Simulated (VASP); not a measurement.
Write the native input for VASP 6.6.1 that does the following.

| Item | Value |
| --- | --- |
| Task | single point |
| Functional | RPBE |
| Potentials or basis | VASP PAW PBE potentials, release 64 (C, O, H) |
| Cutoff | 400 eV |
| k mesh | 1 × 1 × 1 |
| Occupations | gaussian, width 0.01 eV |
| Spin | no spin polarisation |
| Further INCAR settings | ALGO = Normal; EDIFF = 1e-07; ISYM = 0 |

The structure of COH4 lies in POSCAR:

```
H4CO                                    
1.0
   12.6210574607      0.0000000000      0.0000000000
    0.0000000000     13.1210574607      0.0000000000
    0.0000000000      0.0000000000     13.6210574607
  C               O               H             
     1     1     4
Selective dynamics
Direct
     0.5262420378000030    0.4967749730000008    0.4914515007999967   F   F   F
     0.4128769277311963    0.4984969796796579    0.4927466630877602   T   T   T
     0.5497473699347863    0.4473510377244118    0.4301747011548663   T   T   T
     0.5602413191462704    0.5732598124107456    0.4790777591925320   T   T   T
     0.5595304304556354    0.4649720667384932    0.5598929078157868   T   T   T
     0.3903845693058945    0.5420150726232672    0.5466618284244251   T   T   T
```

One way to write it, as run:

INCAR

```
  PREC = Accurate
  ENCUT = 400
  EDIFF = 1E-7
  ISMEAR = 0
  SIGMA = 0.01
  LREAL = F
  LASPH = T
  NELM = 80
  ALGO = Normal
  ISIF = 2
  LWAVE = F
  LCHARG = F
  GGA = RP
  ISYM = 0
```

KPOINTS

```
Automatic mesh
0
Gamma
  1 1 1
```

Potentials or basis: VASP PAW PBE potentials, release 64 (C, O, H).

Command:

```bash
$ cat potpaw_PBE.64/C/POTCAR potpaw_PBE.64/O/POTCAR potpaw_PBE.64/H/POTCAR > POTCAR
$ mpirun -np 1 vasp_gam > vasp.out
```

It gave:

* Largest force: 0.256 eV/Å
* Gap between the frontier levels: 5.46 eV

Caveat: the PAW data sets were made with another functional, which shifts forces and pressure a little.

Wall time 53 s on 1 thread of AMD EPYC 9R45 96-Core Processor (Zen 5), with other jobs on the host, peak memory 1.1 GiB.
